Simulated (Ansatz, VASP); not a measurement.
## PbSe in VASP and in Ansatz

The input INCAR:

```
  ALGO = Normal
  EDIFF = 1E-6
  ENCUT = 520
  GGA = PE
  ISIF = 2
  ISMEAR = -1
  LASPH = True
  LCHARG = False
  LREAL = False
  LWAVE = False
  NBANDS = 17
  NELM = 60
  PREC = Accurate
  SIGMA = 0.01
```

File KPOINTS:

```
k-points
0
Gamma
  9 9 9
```

The input POSCAR:

```
PbSe
1.0
    0.0306215000      3.0774607500      3.0774607500
    3.0774607500      0.0306215000      3.0774607500
    3.0774607500      3.0774607500      0.0306215000
Pb Se
1 1
Direct
    0.0000000000      0.0000000000      0.0000000000
    0.5000000000      0.5000000000      0.5000000000
```

Input for Ansatz:

```yaml
crystal:
  lattice:
    - [0.0306215, 3.07746075, 3.07746075]
    - [3.07746075, 0.0306215, 3.07746075]
    - [3.07746075, 3.07746075, 0.0306215]
  atoms:
    - { symbol: Pb, position: [0.0, 0.0, 0.0] }
    - { symbol: Se, position: [0.5, 0.5, 0.5] }
kpoints:
  mp_grid: { grid: [9, 9, 9] }
  band_path:
    path:
      - [0.0, 0.0, 0.0]
      - [0.5, 0.5, 0.5]
      - [0.247543133, 0.5, 0.752456867]
      - [-0.247543133, 0.247543133, 0.5]
      - [0.0, 0.0, 0.5]
      - [0.0, 0.0, 0.0]
      - [-0.3737715665, 0.0, 0.3737715665]
      - [0.0, 0.3737715665, 0.6262284335]
      - [0.0, 0.5, 0.5]
    npoints: 5
scf:
  occupations: { method: fermi_dirac, width: 0.01 }
hamiltonian:
  xc: pbe
  pseudopotentials: { kind: all_electron, lapw: { basis_error: 0.00025 } }
output:
  forces: true
  stress: true
  eigenvalues: true
```

Change from the starting cell: equal xy, yz and zx shear strains of +1 %.

Alike in both runs: task single point; functional PBE; k mesh 9 × 9 × 9; occupations fermi-dirac, width 0.01 eV; no spin polarisation.

|  | VASP | Ansatz |
| --- | --- | --- |
| version | VASP 6.6.1 | Ansatz 0.2.0 |
| potentials or method | VASP PAW PBE potentials, release 64 (Pb_d, Se) | all-electron LAPW, scalar-relativistic |
| plane-wave cutoff (eV) | 520 | see its input |

```tsv
	VASP	Ansatz	Ansatz less VASP
gap on the k mesh at the Fermi level (eV)	0.61	0.61	-0.002
pressure (GPa)	2.3	2.3	+0.03
largest component of the traceless stress (GPa)	0.17	0.17	0.000
```

Ansatz ran all-electron here, so the differences hold the error of VASP's frozen core and of both bases.

Caveats: spin-orbit coupling is left out, which as a rule narrows the gap of such compounds by several tenths of an eV; an odd mesh through Γ misses points on the zone boundary, where band edges often lie.
